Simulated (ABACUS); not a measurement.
Crystal: GaAs.

```
As Ga
1.0
     0.00000    2.82685    2.82685
     2.82685    0.00000    2.82685
     2.82685    2.82685    0.00000
As Ga
1 1
Direct
  0.75000 0.75000 0.75000
  0.00000 0.00000 0.00000
```

Base run:

| Item | Value |
| --- | --- |
| Program | ABACUS 3.10.1 |
| Functional | PW91 |
| Potentials or basis | GBRV ultrasoft 1.5 PBE |
| Cutoff | 544 eV |
| Density cutoff | 4354 eV |
| Basis | plane waves |
| k mesh | 6 × 6 × 6 |
| Occupations | fermi-dirac, width 0.05 eV |
| Spin | no spin polarisation |

Its results: band gap on the k mesh 0.46 eV, direct; pressure 3.0 GPa.

Q: The run is repeated on the same cell with these changes: functional from PW91 to LDA; potentials or basis from GBRV ultrasoft 1.5 PBE to GBRV ultrasoft 1.5 LDA. What comes out?

A: Band gap on the k mesh 0.28 eV, direct; pressure -2.0 GPa.

Caveats: the potentials were made for another functional, which shifts forces and pressure (some runs).

